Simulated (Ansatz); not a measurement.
## A plane-wave run on BaTiO3

input.yaml (Ansatz 0.2.0)

```yaml
crystal:
  lattice:
    - [4.02651777, 4.01528503, 0.0]
    - [4.0040924, -4.01528503, 0.0]
    - [0.01121269, 0.0111826, 4.015275]
  atoms:
    - { symbol: Ba, position: [0.0, 0.0, 0.0] }
    - { symbol: Ba, position: [0.5, 0.5, 0.0] }
    - { symbol: Ti, position: [0.488, 0.0, 0.488] }
    - { symbol: Ti, position: [0.988, 0.5, 0.488] }
    - { symbol: O, position: [0.0116, 0.5, 0.0195] }
    - { symbol: O, position: [0.5116, 0.0, 0.0195] }
    - { symbol: O, position: [0.26555, 0.75395, 0.5116] }
    - { symbol: O, position: [0.76555, 0.25395, 0.5116] }
    - { symbol: O, position: [0.26555, 0.24605, 0.5116] }
    - { symbol: O, position: [0.76555, 0.74605, 0.5116] }
  symmetry: { tolerance: 0.0003 }
kpoints:
  mp_grid: { grid: [5, 5, 6], shift: [0, 0, 0] }
  band_path:
    path:
      - [0.0, 0.0, 0.0]
      - [1.0, 0.0, 0.5]
      - [1.0, 0.00555423, 0.5]
      - [0.00277742, 0.99722272, 0.49722318]
      - [0.49999985, 0.49999991, -1.5e-07]
      - [0.0, 0.0, 0.0]
      - [0.0, 0.99722272, 0.0]
      - [0.50138871, 0.50138847, 0.49861159]
      - [0.50000015, 0.49999991, 0.50000015]
      - [0.0, 0.0, 0.0]
    npoints: 6
magnetization:
  spin_polarized: false
scf:
  occupations: { method: fermi_dirac, width: 0.0212 }
  lower_state_search: "off"
  max_iter: 200
hamiltonian:
  pseudopotentials: { kind: paw }
  xc: r2scan
basis:
  ecutwfc: 500
  fft_grid_basis: typed
output:
  forces: true
  stress: true
  eigenvalues: true
  bader: true
  populations: true
  elf: true
  write_potential: true
  volumetric_format: npy
  dos:
    e_range: [-12, 8]
    de: 0.05
    projected: { site_lists: { Ba: [Ba], O: [O], Ti: [Ti] } }
checkpoint:
  read: saved_state
```

The run starts from an earlier solution of this cell. 

Excerpt of what it printed:

```
Free energy (F): -20367.6707 eV
Harris-Foulkes:  -20367.6707 eV  (|F-HF|=3.67e-9)
Internal energy: -20367.6707 eV  (E = F + TS)
E sigma→0 (E₀):  -20367.6707 eV
Fermi energy:    11.1763 eV
--- Stress (GPa, compression-positive) ---
        0.1380       0.0219       0.0216
        0.0219       0.1378       0.0216
        0.0216       0.0216       0.1361
  P = ⅓ Tr σ = 0.1373 GPa (1.373 kbar)
--- Bader charges: 10 sites ---
  site symbol  charge [e]  shift [e]
     0     Ba      1.5779     0.0000
     1     Ba      1.5779     0.0000
     2     Ti      2.2948     0.0036
     3     Ti      2.2948     0.0036
     4      O     -1.2909     0.0012
     5      O     -1.2909     0.0012
     6      O     -1.2909     0.0012
     7      O     -1.2909     0.0012
     8      O     -1.2909     0.0012
     9      O     -1.2909     0.0012
```

Origin: a database entry at a rescaled volume.
